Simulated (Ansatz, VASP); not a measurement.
# One calculation of Ag, two programs

Contents of INCAR:

```
SYSTEM = Ag
ALGO = Fast ; EDIFF = 1E-7
ENCUT = 520 ; GGA = CA
ISIF = 2 ; ISMEAR = -1
LASPH = .True. ; LCHARG = .False.
LREAL = .False. ; LWAVE = .False.
NBANDS = 12 ; NELM = 100
PREC = Accurate ; SIGMA = 0.1
```

Contents of KPOINTS:

```
k-points
0
Gamma
  13 13 13
  0 0 0
```

File POSCAR:

```
Ag
1.0
    2.5745231173      0.0000000000      0.0000000000
    0.0000000000      2.5745231173      0.0000000000
    0.0000000000      0.0000000000      2.5745231173
Ag
1
Direct
    0.0000000000      0.0000000000      0.0000000000
```

Input for Ansatz:

```yaml
crystal:
  lattice:
    - [2.5745231173, 0.0, 0.0]
    - [0.0, 2.5745231173, 0.0]
    - [0.0, 0.0, 2.5745231173]
  atoms:
    - { symbol: Ag, position: [0.0, 0.0, 0.0] }
hamiltonian:
  xc: lda
  pseudopotentials:
    kind: paw
    azcp:
      Ag: "pseudopotentials/Ag.paw.azcp"
basis:
  ecutwfc: 420
  fft_grid_basis: typed
kpoints:
  mp_grid: { grid: [13, 13, 13], shift: [0, 0, 0] }
magnetization:
  spin_polarized: false
scf:
  occupations: { method: fermi_dirac, width: 0.1 }
  lower_state_search: "off"
output:
  stress: true
```

Alike in both runs: task single point; functional LDA; k mesh 13 × 13 × 13; occupations fermi-dirac, width 0.1 eV; no spin polarisation.

|  | VASP | Ansatz |
| --- | --- | --- |
| version | VASP 6.6.1 | Ansatz 0.2.0 |
| potentials or method | VASP PAW LDA potentials, release 64 (Ag) | plane waves (420 eV) with PAW, scalar-relativistic |
| plane-wave cutoff (eV) | 520 | 420 |
| valence electrons in the cell | 11 | 19 |

|  | VASP | Ansatz | Ansatz less VASP |
| --- | --- | --- | --- |
| pressure (GPa) | 11.0 | 11.0 | -0.03 |

The two sets of potentials don't hold the same shells in valence. Ansatz warned: «pseudo_functional_mismatch».
